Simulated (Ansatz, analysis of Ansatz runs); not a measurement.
# As-vacancy pair (E centre) in Si: charge-transition level, r2SCAN, part 2 of 2

How near does this set-up come to the measured charge-transition level? Subject: As-vacancy pair (E centre) in Si. Set-up: r2SCAN, 64-site cell, r2SCAN lattice, 500 eV, k: the single point 1/4 1/4 1/4 then 2x2x2 shifted 0.5 0.5 0.5. The model is a cell of 64 host atoms with 1 site emptied and As put on another atom's site. The level is the Fermi energy at which two charge states have equal formation energy, after a correction for the images of the charge. A meta-GGA costs about twice a GGA and mends lattice constants and part of the gap.

Ansatz 0.2.0; r2SCAN, 64-site cell, r2SCAN lattice, 500 eV, k: the single point 1/4 1/4 1/4 then 2x2x2 shifted 0.5 0.5 0.5.

So far: The structure; Relaxation, charge 0.

### 2. Relaxation, charge 0 (continued)

Level of this step: plane-wave PAW DFT, r2SCAN; relaxation of all atoms of a defect supercell (Ansatz).

Step by step:

```
step  energy less that of the first step (eV)  largest force component (eV/Å)
   1                                   0.0000                          2.9590
   2                                  -6.0078                          0.8658
   3                                  -6.5486                          0.1459
   4                                  -6.5010                          0.2889
   5                                  -6.5688                          0.0206
   6                                  -6.5691                          0.0057
```

Relaxation step 4 was tried and not accepted.

The atoms that moved most (Å, from the sites as typed, ahead of the random displacement, the mean shift of all atoms taken out):

```
atom      dx      dy      dz  length
 As4   0.141   0.140   0.154   0.252
Si48  -0.037  -0.029   0.131   0.139
Si26   0.078   0.013  -0.079   0.112
Si41   0.014   0.068  -0.070   0.099
Si37  -0.058  -0.020   0.066   0.090
Si13   0.054   0.006  -0.065   0.084
Si22  -0.022  -0.053   0.062   0.084
Si14   0.006   0.049  -0.059   0.077
```

Neighbours of the ideal centre at the end:

```
atom  distance (Å)
 As4         2.104
Si48         2.227
Si26         2.284
Si41         2.298
Si37         3.746
Si22         3.750
Si13         3.782
Si14         3.791
 Si6         3.826
 Si7         3.828
Si20         3.839
Si52         3.841
Si36         3.845
Si30         3.848
Si45         3.850
```

This step gave:

| Property | Result |
| --- | --- |
| free energy | -44484.0024 eV |
| total moment | 1 μB |
| integral of the absolute spin density | 1.754 μB |
| spin contamination | 0.09411 |

The relaxation ends 104 meV an atom lower than the displaced start, with a largest force component of 0.0057 eV/Å.

### 3. Relaxation, charge −1

The input displaces the atoms at random before the relaxation, so that it can leave a symmetric saddle if there is one.

Contents of relax1/input.yaml:

```yaml
relax:
  f_tol: 0.02
  max_steps: 80
  random_displacement: { amplitude: 0.12, seed: 509 }
crystal:
  lattice:
    - [10.88847935, 0.0, 0.0]
    - [0.0, 10.88847935, 0.0]
    - [0.0, 0.0, 10.88847935]
  atoms:
    - { symbol: Si, position: [0.0, 0.0, 0.25] }
    - { symbol: Si, position: [0.0, 0.25, 0.0] }
[... 1 atom line left out ...]
    - { symbol: As, position: [0.25, 0.25, 0.25] }
[... 2 atom lines left out ...]
    - { symbol: Si, position: [0.375, 0.125, 0.125] }
[... 5 atom lines left out ...]
    - { symbol: Si, position: [0.125, 0.375, 0.625] }
    - { symbol: Si, position: [0.375, 0.125, 0.625] }
[... 7 atom lines left out ...]
    - { symbol: Si, position: [0.375, 0.625, 0.125] }
[... 3 atom lines left out ...]
    - { symbol: Si, position: [0.25, 0.5, 0.5] }
[... 3 atom lines left out ...]
    - { symbol: Si, position: [0.375, 0.625, 0.625] }
[... 6 atom lines left out ...]
    - { symbol: Si, position: [0.625, 0.375, 0.125] }
[... 3 atom lines left out ...]
    - { symbol: Si, position: [0.5, 0.25, 0.5] }
[... 3 atom lines left out ...]
    - { symbol: Si, position: [0.625, 0.375, 0.625] }
[... 2 atom lines left out ...]
    - { symbol: Si, position: [0.5, 0.5, 0.25] }
[... 3 atom lines left out ...]
    - { symbol: Si, position: [0.625, 0.625, 0.375] }
[... 10 atom lines left out ...]
    - { symbol: Si, position: [0.875, 0.875, 0.875] }
  host:
    repeats: [2, 2, 2]
    atoms:
      - { symbol: Si, position: [0.0, 0.0, 0.5] }
      - { symbol: Si, position: [0.0, 0.5, 0.0] }
      # ... 6 more atoms of the perfect host
total_charge: -1
basis:
  ecutwfc: 500
  xc_grid: 2
hamiltonian:
  xc: r2scan
kpoints:
  mp_grid: { grid: [1, 1, 1], shift: [0.25, 0.25, 0.25] }
scf:
  occupations: { method: fermi_dirac, width: 0.01 }
  max_iter: 120
output:
  forces: true
  charged_corrections:
    epsilon: 13.32
    static_epsilon: 13.32
    defect_position: [0.3125, 0.3125, 0.3125]
checkpoint:
  write: "../relax1.run"
  compress: false
  write_wavefunctions: true
  write_every: 100000
```

Started as:

```bash
ansatz run input.yaml --threads 4 --pin off --max-ram 7536MiB --backend cpu --events-out ev --progress --plain --runs-dir out
```

Numbers of over 12 decimals in the logs are rounded to 6 here.

The program printed:

```text
[...]
Crystal: 63 atoms, lattice volume = 1290.927 Å³
Basis set: ecut = 500 eV, 32795 PW (Γ), exchange–correlation on 160×160×160 points (8 copies of the dense FFT grid, shifted against one another)
Bands: 195, of which v1, the nominal top of the filled ones, is band 132 counted from 1 (131 counted from 0)
Symmetry: 1 space group operations
k-points: 1
[...]
SCF iter   1: F=—  HF=-44470.119294 eV  |F-HF|=—  |Δ(HF+E_count)|=         —  Δρ=5.37e-3  dr2=9.31e-1  dr2_τ=3.94e-1  ethr=1.77e-3  ⟨swp⟩=6.0  Hψ=898  notcnv=0  defer=44
[...]
SCF iter  10: F=-44470.500378 eV  HF=-44470.500379 eV  |F-HF|=5.20e-7  |Δ(HF+E_count)|=   3.97e-6  Δρ=5.92e-6  dr2=1.04e-6  dr2_τ=1.04e-8  ethr=3.79e-9  ⟨swp⟩=3.0  Hψ=599  notcnv=0
SCF 1 converged in 10 iterations: F = -44470.500378 eV  dr2 = 1.04e-6
[...]
--- Relaxed structure (11 steps of the walk, 11 accepted, 0 SCFs on fresh bases) ---
  F+E_penalty+E_count = -44477.33020042 eV   max|allowed force component| = 1.181e-2 eV/Å
  atoms:
    - { symbol: Si, position: [0.000942, -0.002970, 0.250373] }
    - { symbol: Si, position: [0.001033, 0.248096, -0.000605] }
    [... 1 atom left out ...]
    - { symbol: As, position: [0.262636, 0.264315, 0.266734] }
    - { symbol: Si, position: [0.124687, 0.126248, 0.372922] }
    - { symbol: Si, position: [0.124776, 0.370557, 0.128669] }
    - { symbol: Si, position: [0.369744, 0.124634, 0.126998] }
    [... 8 atoms left out ...]
    - { symbol: Si, position: [0.001472, 0.499585, 0.253155] }
    [... 5 atoms left out ...]
    - { symbol: Si, position: [0.376620, 0.607783, 0.143595] }
    [... 3 atoms left out ...]
    - { symbol: Si, position: [0.255276, 0.487709, 0.489384] }
    [... 5 atoms left out ...]
    - { symbol: Si, position: [0.498168, 0.000525, 0.250722] }
    [... 8 atoms left out ...]
    - { symbol: Si, position: [0.501697, 0.277187, 0.473187] }
    [... 6 atoms left out ...]
    - { symbol: Si, position: [0.501104, 0.470777, 0.280088] }
    [... 15 atoms left out ...]
[key lines of the parts left out:]
SCF converged after 2 iterations
Free energy (F): -44477.330200 eV
Fermi energy:    6.621006 eV
```

Wall time 2.9 min (4 threads of Arm Neoverse V2, shared host); peak memory 2.2 GiB.

Relaxation path:

```
step  energy less that of the first step (eV)  largest force component (eV/Å)
   1                                   0.0000                          2.9674
   2                                  -5.9815                          1.0355
   3                                  -6.6928                          0.3449
   4                                  -6.7428                          0.1326
   5                                  -6.7618                          0.1791
   6                                  -6.7899                          0.1557
   7                                  -6.8137                          0.1038
   8                                  -6.8235                          0.0593
   9                                  -6.8271                          0.0529
  10                                  -6.8292                          0.0317
  11                                  -6.8298                          0.0118
```

The atoms that moved most (Å, from the sites as typed, ahead of the random displacement, the mean shift of all atoms taken out):

```
atom      dx      dy      dz  length
Si48   0.018  -0.310   0.310   0.439
Si41   0.024   0.304  -0.309   0.435
 As4   0.144   0.164   0.165   0.273
Si22   0.024  -0.179   0.185   0.259
Si14   0.025   0.184  -0.180   0.258
Si26   0.063  -0.126  -0.133   0.194
Si30  -0.089  -0.052  -0.052   0.116
Si49  -0.031  -0.070   0.068   0.102
```

The atoms nearest to the centre after the run:

```
atom  distance (Å)
Si48         2.010
Si41         2.045
 As4         2.083
Si26         2.181
Si22         3.574
Si14         3.611
Si30         3.784
Si37         3.793
Si52         3.808
Si36         3.816
 Si6         3.824
Si45         3.827
 Si7         3.838
 Si5         3.843
Si20         3.844
```

Numbers from this step:

```yaml
free_energy: -44477.3302 eV
```

The relaxation ends 108 meV an atom lower than the displaced start, with a largest force component of 0.012 eV/Å.

### 4. Single point, charge 0

The relaxed structure is kept, and the final numbers are taken at the final level and k-points.

This step: plane-wave PAW DFT, r2SCAN; single point of a defect supercell.

Contents of point0/input.yaml:

```yaml
crystal:
  lattice:
    - [10.88847935, 0.0, 0.0]
    - [0.0, 10.88847935, 0.0]
    - [0.0, 0.0, 10.88847935]
  atoms:
    - { symbol: Si, position: [-0.001111099, -0.001264842, 0.249717793] }
    - { symbol: Si, position: [-0.000279779, 0.247871202, 0.000928314] }
[... 1 atom line left out ...]
    - { symbol: As, position: [0.262388897, 0.26212445, 0.26577101] }
[... 1 atom line left out ...]
    - { symbol: Si, position: [0.125221657, 0.369424105, 0.127872258] }
    - { symbol: Si, position: [0.369603843, 0.124970922, 0.127851384] }
[... 5 atom lines left out ...]
    - { symbol: Si, position: [0.129422329, 0.374833855, 0.62067468] }
    - { symbol: Si, position: [0.375018746, 0.1287164, 0.621150825] }
[... 5 atom lines left out ...]
    - { symbol: Si, position: [0.125104691, 0.623728978, 0.376310552] }
[... 1 atom line left out ...]
    - { symbol: Si, position: [0.372419294, 0.619398702, 0.132318555] }
[... 3 atom lines left out ...]
    - { symbol: Si, position: [0.256634232, 0.50042967, 0.494348872] }
[... 10 atom lines left out ...]
    - { symbol: Si, position: [0.619156415, 0.372396097, 0.132637898] }
[... 3 atom lines left out ...]
    - { symbol: Si, position: [0.500782729, 0.255485558, 0.495147356] }
[... 6 atom lines left out ...]
    - { symbol: Si, position: [0.496023607, 0.496534327, 0.263643718] }
[... 3 atom lines left out ...]
    - { symbol: Si, position: [0.6244802, 0.624404364, 0.379300214] }
[... 10 atom lines left out ...]
    - { symbol: Si, position: [0.874123887, 0.873916928, 0.876260515] }
  host:
    repeats: [2, 2, 2]
    atoms:
      - { symbol: Si, position: [0.0, 0.0, 0.5] }
      - { symbol: Si, position: [0.0, 0.5, 0.0] }
      # ... 6 more atoms of the perfect host
basis:
  ecutwfc: 500
  xc_grid: 2
hamiltonian:
  xc: r2scan
kpoints:
  mp_grid: { grid: [2, 2, 2], shift: [0.5, 0.5, 0.5] }
magnetization:
  spin_polarized: true
  initial_magnetization: 1
  spin_locking: { lock_magnetization: hard }
scf:
  occupations: { method: fermi_dirac, width: 0.01 }
  max_iter: 120
output:
  forces: true
  charged_corrections:
    epsilon: 13.32
    static_epsilon: 13.32
    defect_position: [0.3125, 0.3125, 0.3125]
  eigenvalues: true
checkpoint:
  read: "../relax0.run"
  write: "../point0.run"
  compress: false
  write_wavefunctions: true
  write_every: 100000
```

The program printed:

```text
[...]
Crystal: 63 atoms, lattice volume = 1290.927 Å³
Basis set: ecut = 500 eV, 32795 PW (Γ), exchange–correlation on 160×160×160 points (8 copies of the dense FFT grid, shifted against one another)
Bands: 195, of which v1, the nominal top of the filled ones, is band 132 counted from 1 (131 counted from 0)
Symmetry: 1 space group operations
[...]
k-points: 4 of 8 (time reversal used)
[...]
Stability of the state it starts from, as read at its close in the collinear treatment: not read, because the mixer in use, unlike msr1, does not test its closes by its own steps (another_mixer); its run was given moments
Starting moments: Σ|m| = 1 μB on 63 of 63 sites; this step starts from the density that it was given
[...]
--- Forces (eV/Å), atoms counted from 1 ---
  atom   1  Si     0.01445311     0.01668492    -0.00709881
  atom   2  Si    -0.00473253    -0.04460020     0.00309012
  [... 1 atom left out ...]
  atom   4  As    -0.11212160    -0.11363331    -0.16610764
  atom   5  Si    -0.03266273    -0.03290328     0.00271423
  atom   6  Si    -0.00527937     0.02431836    -0.00374137
  atom   7  Si     0.02342901    -0.00714076    -0.00672447
  [... 5 atoms left out ...]
  atom  13  Si     0.00286950     0.06754276    -0.01981006
  [... 8 atoms left out ...]
  atom  22  Si     0.13909637     0.03225887    -0.05822668
  [... 3 atoms left out ...]
  atom  26  Si     0.08232115    -0.06169262     0.14861664
  [... 10 atoms left out ...]
  atom  37  Si     0.03430989     0.14101427    -0.05965777
  [... 3 atoms left out ...]
  atom  41  Si    -0.05750319     0.07331161     0.15455769
  [... 6 atoms left out ...]
  atom  48  Si    -0.06648144    -0.06615867     0.10809534
  [... 15 atoms left out ...]
  max |Σ_I F_I| component: 1.37e-2 eV/Å
--- Band table (eV; the first three rows and the last of 8) ---
[...]
[... further k-points left out ...]
[key lines of the parts left out:]
SCF converged after 15 iterations
Magnetization: 1.0000 μB (132.0000 up, 131.0000 down)
Free energy (F): -44483.617252 eV
Fermi energy:    6.284758 (↑ 6.284758, ↓ 6.166807) eV
```

The job ended after 4.5 min (4 threads; peak memory 6.7 GiB; 17 min of CPU time).

Numbers from this step:

| Property | Result |
| --- | --- |
| free energy | -44483.6173 eV |
| smearing term TS | 0.003141 eV |
| total moment | 1 μB |
| integral of the absolute spin density | 1.346 μB |
| spin contamination | 0.05950 |

### 5. Single point, charge −1

This step: plane-wave PAW DFT, r2SCAN; single point of a defect supercell.

Contents of point1/input.yaml:

```yaml
crystal:
  lattice:
    - [10.88847935, 0.0, 0.0]
    - [0.0, 10.88847935, 0.0]
    - [0.0, 0.0, 10.88847935]
  atoms:
    - { symbol: Si, position: [0.000941606, -0.002969857, 0.250372934] }
    - { symbol: Si, position: [0.001032573, 0.248096344, -0.000605174] }
[... 1 atom line left out ...]
    - { symbol: As, position: [0.262636109, 0.264314872, 0.26673378] }
[... 1 atom line left out ...]
    - { symbol: Si, position: [0.124775886, 0.370557247, 0.128669299] }
[... 7 atom lines left out ...]
    - { symbol: Si, position: [0.376762698, 0.141130398, 0.610120098] }
[... 7 atom lines left out ...]
    - { symbol: Si, position: [0.376620264, 0.607782979, 0.143594642] }
[... 3 atom lines left out ...]
    - { symbol: Si, position: [0.255275948, 0.487708944, 0.489384392] }
[... 3 atom lines left out ...]
    - { symbol: Si, position: [0.366288502, 0.619470316, 0.621786788] }
[... 5 atom lines left out ...]
    - { symbol: Si, position: [0.624498612, 0.128908989, 0.373190879] }
    - { symbol: Si, position: [0.624176005, 0.370759637, 0.131663735] }
[... 3 atom lines left out ...]
    - { symbol: Si, position: [0.50169692, 0.277187475, 0.473187136] }
[... 3 atom lines left out ...]
    - { symbol: Si, position: [0.62412566, 0.376849382, 0.622949305] }
[... 2 atom lines left out ...]
    - { symbol: Si, position: [0.501103547, 0.470776938, 0.280088447] }
[... 3 atom lines left out ...]
    - { symbol: Si, position: [0.623977079, 0.620519074, 0.379356944] }
[... 10 atom lines left out ...]
    - { symbol: Si, position: [0.874318429, 0.874031941, 0.87638916] }
  host:
    repeats: [2, 2, 2]
    atoms:
      - { symbol: Si, position: [0.0, 0.0, 0.5] }
      - { symbol: Si, position: [0.0, 0.5, 0.0] }
      # ... 6 more atoms of the perfect host
total_charge: -1
basis:
  ecutwfc: 500
  xc_grid: 2
hamiltonian:
  xc: r2scan
kpoints:
  mp_grid: { grid: [2, 2, 2], shift: [0.5, 0.5, 0.5] }
scf:
  occupations: { method: fermi_dirac, width: 0.01 }
  max_iter: 120
output:
  forces: true
  charged_corrections:
    epsilon: 13.32
    static_epsilon: 13.32
    defect_position: [0.3125, 0.3125, 0.3125]
  eigenvalues: true
checkpoint:
  read: "../relax1.run"
  write: "../point1.run"
  compress: false
  write_wavefunctions: true
  write_every: 100000
```

The program printed:

```text
[...]
Crystal: 63 atoms, lattice volume = 1290.927 Å³
Basis set: ecut = 500 eV, 32795 PW (Γ), exchange–correlation on 160×160×160 points (8 copies of the dense FFT grid, shifted against one another)
Bands: 195, of which v1, the nominal top of the filled ones, is band 132 counted from 1 (131 counted from 0)
Symmetry: 1 space group operations
[...]
k-points: 4 of 8 (time reversal used)
[...]
SCF iter   8: F=-44477.177319 eV  HF=-44477.177319 eV  |F-HF|=6.68e-9  |Δ(HF+E_count)|=   4.23e-8  Δρ=8.83e-7  dr2=1.31e-8  dr2_τ=1.37e-10  ethr=3.79e-11  ⟨swp⟩=11.8  Hψ=3822  notcnv=0
SCF 1 converged in 8 iterations: F = -44477.177319 eV  dr2 = 1.31e-8
[...]
SCF converged after 8 iterations
Free energy (F): -44477.177319 eV
[...]
Internal energy: -44477.177305 eV  (E = F + TS)
E sigma→0 (E₀):  -44477.177312 eV
Entropy (-TS):   -0.000014 eV (-0.000 meV/atom)
Fermi energy:    6.487275 eV
[...]
--- Forces (eV/Å), atoms counted from 1 ---
  atom   1  Si     0.00829558     0.02161387     0.01327874
  atom   2  Si     0.00782414     0.00972455     0.02091976
  [... 1 atom left out ...]
  atom   4  As    -0.06038368    -0.25867038    -0.25615699
  atom   5  Si    -0.03078365    -0.04872709    -0.01863656
  atom   6  Si    -0.03354805    -0.01360863    -0.04880079
  atom   7  Si    -0.01657322     0.06688551     0.07013890
  [... 6 atoms left out ...]
  atom  14  Si     0.17874147    -0.04610484     0.04559944
  [... 3 atoms left out ...]
  atom  18  Si     0.03162115     0.00638361     0.04177887
  [... 3 atoms left out ...]
  atom  22  Si     0.17743553     0.04663708    -0.04750043
  [... 3 atoms left out ...]
  atom  26  Si     0.09795151     0.13626791     0.15762624
  [... 14 atoms left out ...]
  atom  41  Si    -0.18929590     0.01950502     0.16000371
  [... 6 atoms left out ...]
  atom  48  Si    -0.17631542     0.15451710     0.01207992
  [... 15 atoms left out ...]
  max |Σ_I F_I| component: 2.32e-3 eV/Å
--- Charged-cell corrections in eV (Makov–Payne, q = -1.000 e, ε = 13.320) ---
[...]
E_corr1          = +0.140849  (monopole, q²α_M/2εL)
[...]
--- Band table (eV) ---
[...]
[... further k-points left out ...]
```

It took 89 s on 4 threads; peak memory 5.7 GiB.

Read from the output:

- free energy: -44477.1773 eV

### 6. Charge-transition levels

A charged cell feels its images and has its own zero of potential; this step corrects both and places the level between the host's band edges.

This step: place-levels on r2SCAN runs: charge-transition levels with image-charge correction and potential alignment at the atomic sites.

Contents of levels.yaml:

```yaml
host:
  run: host.point.run
states: [point0.run, point1.run]
geometry_from:
  point0.run: relax0.run
  point1.run: relax1.run
  host.point.run: host.relax.run
```

Started as:

```bash
ansatz place-levels levels.yaml -- --threads 4 --pin off --max-ram 7536MiB
```

The program printed:

```text
(0/-1) 0.612 eV above the valence edge, 0.145 eV under the conduction edge
  edges by r2scan, gap 0.757 eV; the host is sampled to repeats of 30.80 Å
  the defect's cells are sampled to repeats of 30.80 Å, like sampling
  charge 0: +0.000 eV for its dipole among its images, +0.002 omitted
  states[0] (point0.run): levels filled in part (TS 0.003 eV): its energy is of no whole electron's
  charge -1: -44476.9157 eV with its correction of +0.262 eV, at epsilon 13.32, aligned at sites: -0.0873 eV, mean over 32 atomic sites at or beyond 5.44 Å from the defect at [0.3125, 0.3125, 0.3125], with -0.002358 for the charge's moments and without [...]
  of states[0] (point0.run): stability_check_not_made
  of states[1] (point1.run): how wide its charge is, is not read beside other atoms or cores, and a band state would take no correction. [...]
```

Wall time 0.15 s (4 threads).

Read from the output:

- gap: 0.7570 eV

### 7. Summary of results

* static dielectric constant used: 13.3
* band gap of the host: 0.76 eV
* (0/-1) level below the conduction-band bottom: 0.15 eV
* time of the whole chain: 14 min on 4 threads

In words: (0/-1) level below the conduction-band bottom: computed 0.15 eV, measured 0.47 eV; 0.32 eV shallower than the measurement. The level is counted in a gap of 0.76 eV, and the correction is screened by a dielectric constant of 13.3 from a linear-response run on the host (PBEsol). Levels hang on the band edges, which semilocal functionals place too close together.

[Logs are printed without paths, hosts, clocks, repeated set-up lines and the standing remarks that a program may print on its own settings, such as how far it seeks lower states.]

[Hosts, paths, dates, database ids (printed as entryN), source tags and the programs' standing remarks are cut or masked in the printed files.]

[For some hosts the program warned that the k-mesh of the response run may be too coarse for force constants and the static dielectric constant; such warnings are not shown here.]
